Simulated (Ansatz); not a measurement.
Runs of Ansatz 0.2.0 on WC (Qusongite). The structure is hexagonal, space group P-6m2 (No. 187). The conventional cell has a = 2.907 Å, b = 2.907 Å, c = 2.837 Å, α = 90.00°, β = 90.00°, γ = 120.00°. Around W (site symmetry -6m2) lie 6 C at 2.20 Å. C (site symmetry -6m2) is surrounded by 6 W at 2.20 Å. 

```tsv
task	level	potentials or basis	spin	U	cell	k mesh	cutoff (eV)	smearing	gap on the mesh (eV)	pressure (GPa)	relaxed volume (Å³/atom)
density of states	LDA+U	all-electron LAPW, relativistic spinors	SOC, no magnetisation	W d U = 5.3 eV	atoms moved at random, drawn with an rms of 0.02 Å	7 × 7 × 7	346	gaussian 0.05 eV	none	(a)	-
relaxation of cell and atoms	PBEsol+D4	all-electron LAPW, scalar-relativistic	off	-	relaxed	10 × 10 × 9	-	fermi-dirac 0.05 eV	-	0.0	10.19
phonons	LDA	all-electron LAPW, scalar-relativistic	off	-	as given	7 × 7 × 7	359	fermi-dirac 0.05 eV	none	-	-
relaxation of cell and atoms	revPBE+D4	all-electron LAPW, scalar-relativistic	off	-	relaxed	10 × 10 × 9	-	fermi-dirac 0.05 eV	-	0.0	10.28
relaxation of cell and atoms	RPBE+D3(BJ)	all-electron LAPW, scalar-relativistic	off	-	relaxed	10 × 10 × 9	-	fermi-dirac 0.05 eV	-	0.0	9.58
```

Alike in all rows: basis error allowed 0.001 eV/atom.

**Question.** Fill in the values left out.

**Answer.** (a) -7.3.

Caveats: the k mesh is thin for a metal, which can move the energy by tens of meV per atom (some runs); U is the effective U less J, on atomic orbitals that reach past the spheres (some runs); U without spin polarisation on a metal has little footing (some runs); the U is typed as a test and isn't derived for this compound (some runs); a metal's response needs a denser mesh (some runs).

A k mesh can miss the band edges, and rows without SOC leave out spin-orbit coupling on W.

A gap of «none» marks a metal or a gap under the smearing width.

Runs at the PBE level aren't shown here.
